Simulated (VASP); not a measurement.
Au: single point with PBE

Crystal: Au.

```xyz
2
Lattice="1.4113 -2.5559 0.0000 1.4113 2.5559 0.0000 0.0000 0.0000 4.8932" Properties=species:S:1:pos:R:3 pbc="T T T"
Au    1.4113   -0.8451    1.2233
Au    1.4113    0.8451    3.6699
```

This isn't the form of Au at room conditions, which is fcc.

```yaml
Program: VASP 6.6.1
Task: single point
Functional: PBE
Potentials_or_basis: VASP PAW PBE potentials, release 64 (Au)
Cutoff: 520 eV
k_mesh: 6 × 6 × 4
Occupations: gaussian, width 0.1 eV
Spin: no spin polarisation
Dipole_correction: no
Further_INCAR_settings: ALGO = Normal; EDIFF = 1e-06; NBANDS = 18
```

The pressure is 3.2 GPa and the largest force is 0.024 eV/Å. The band gap on the k mesh is none (metal or under the smearing width).

Forces on the atoms (eV/Å):
```
Au   0.000  0.024  0.000
Au   0.000 -0.024  0.000
```

Stress tensor (GPa, compression positive):
```
 4.39  0.00  0.00
 0.00  6.81  0.00
 0.00  0.00 -1.74
```

Levels at points of the mesh, in eV from the Fermi level:
```csv
k point,band 8,band 9,band 10,band 11,band 12,band 13,band 14,band 15
"(0.00, 0.00, 0.00)",-3.73,-3.58,-2.44,-2.39,-1.28,2.14,14.32,15.28
"(0.50, 0.00, 0.00)",-2.25,-2.05,-1.89,0.26,1.49,5.53,6.99,7.02
"(0.50, 0.50, 0.00)",-2.17,-2.12,-1.95,0.00,1.03,5.14,6.53,6.65
"(0.00, 0.00, 0.50)",-4.40,-2.90,-2.90,-2.77,-2.77,9.95,9.95,14.65
"(0.50, 0.00, 0.50)",-2.63,-1.94,-1.94,0.44,0.44,3.78,3.78,12.84
"(0.50, 0.50, 0.50)",-2.61,-2.02,-2.02,0.07,0.07,3.24,3.24,12.41
```

It took 29 s on 1 thread of AMD EPYC 7R43 64-Core Processor (Zen 3), on a shared host, peak memory 0.12 GiB.

Caveat: the k mesh is coarse (spacing up to 0.42 Å⁻¹), so the values aren't converged. The run has no spin-orbit coupling, so splittings on Au are missing.
